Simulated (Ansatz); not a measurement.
Runs of Ansatz 0.2.0 on CO2. It takes space group P4_2/mnm (No. 136, tetragonal). The conventional cell has a = 4.227 Å, b = 4.227 Å, c = 4.688 Å, α = 90.00°, β = 90.00°, γ = 90.00°. O (site symmetry m2m) has 1 C at 1.17 Å as nearest neighbours. C (site symmetry mmm) has 2 O at 1.17 Å as nearest neighbours. The cell comes from a database or a generator and needn't be the stable form of this composition.

| level | cutoff (eV) | gap on the mesh (eV) | pressure (GPa) | relaxed volume (Å³/atom) |
| --- | --- | --- | --- | --- |
| BLYP | 420 | (d) | 0.0 | 23.73 |
| PBEsol | 420 | 6.59 | 0.0 | 16.82 |
| LDA | 420 | 6.53 | 0.0 | 12.32 |
| revPBE | 420 | 6.67 | 0.0 | (c) |
| RPBE | 420 | 6.46 | 0.0 | (b) |
| r2SCAN | 500 | 7.29 | 0.0 | (a) |

Alike in all rows: task relaxation of cell and atoms; potentials or basis Ansatz PAW; no spin polarisation; cell relaxed; k mesh 6 × 6 × 6; smearing fermi-dirac 0.05 eV.

**Question.** Estimate the missing entries.

**Answer.** (a) 14.74; (b) 23.05; (c) 25.37; (d) 6.51.

Caveats: the plane-wave basis is chosen anew once the cell has moved, so the energies of steps on either side of that aren't comparable; the PAW data sets come from PBE, with cores solved anew for the run's functional, which leaves a small shift of forces and pressure; the volume moved by over 15 % at a fixed basis, so the end points are rough (some runs).

A k mesh can miss the band edges.

Runs at the PBE level aren't shown here.
